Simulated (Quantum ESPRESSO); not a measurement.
## Cu in Quantum ESPRESSO: the effect of functional

Crystal: Cu.

```
Cu
1.0
     0.00000    1.80750    1.80750
     1.80750    0.00000    1.80750
     1.80750    1.80750    0.00000
Cu
1
Cartesian
  0.0000 0.0000 0.0000
```

Alike in all runs:

- Program: Quantum ESPRESSO 7.5
- Task: phonon dispersion
- Cutoff: 762 eV
- Density cutoff: 6095 eV
- k mesh: 14 × 14 × 14
- Occupations: cold, width 0.2 eV
- Spin: no spin polarisation

Each run relaxes the cell or the atoms first.

```tsv
functional	potentials or basis	relaxed volume (Å³/atom)	highest phonon frequency (cm⁻¹)
LDA	GBRV 1.5 LDA	?	?
PBE	GBRV 1.5 PBE	11.94	246
PBEsol	GBRV 1.5 PBEsol	11.34	264
```

Question: What does the run with functional LDA give?

Answer: Relaxed volume 10.93 Å³/atom; highest phonon frequency 275 cm⁻¹.
